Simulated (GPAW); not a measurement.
Crystal: Cl.

```
Cl
1.0
     3.14500   -2.25000    0.00000
     3.14500    2.25000    0.00000
     0.00000    0.00000    8.21000
Cl
4
Direct
  0.37000 0.63000 0.40000
  0.13000 0.87000 0.90000
  0.63000 0.37000 0.60000
  0.87000 0.13000 0.10000
```

Base run:

- Program: GPAW 26.7.0
- Functional: LDA
- Potentials or basis: the program's PAW data sets (release 1.2.1) made for this functional
- Cutoff: 600 eV
- Basis: pw
- k mesh: 5 × 5 × 3
- Occupations: fermi-dirac, width 0.05 eV
- Spin: no spin polarisation

Its results: band gap on the k mesh 2.33 eV, indirect (least direct gap 2.38 eV); pressure -2.4 GPa; largest force 0.137 eV/Å.

Problem. After a change of settings the same cell gave: band gap on the k mesh 2.56 eV, indirect (least direct gap 2.61 eV); pressure 2.0 GPa; largest force 0.130 eV/Å. Which change was it?
A. functional from LDA to AM05; potentials or basis from the program's PAW data sets (release 1.2.1) made for this functional to PAW data sets generated in the run's folder for this functional
B. functional from LDA to PBE; potentials or basis from the program's PAW data sets (release 1.2.1) made for this functional to GPAW PAW data sets (gpaw-data 1.2.1)
C. functional from LDA to revPBE

Solution. C.

revPBE binds less tightly than LDA, so the same cell stands under more pressure.

Not every run made on this cell is shown here.
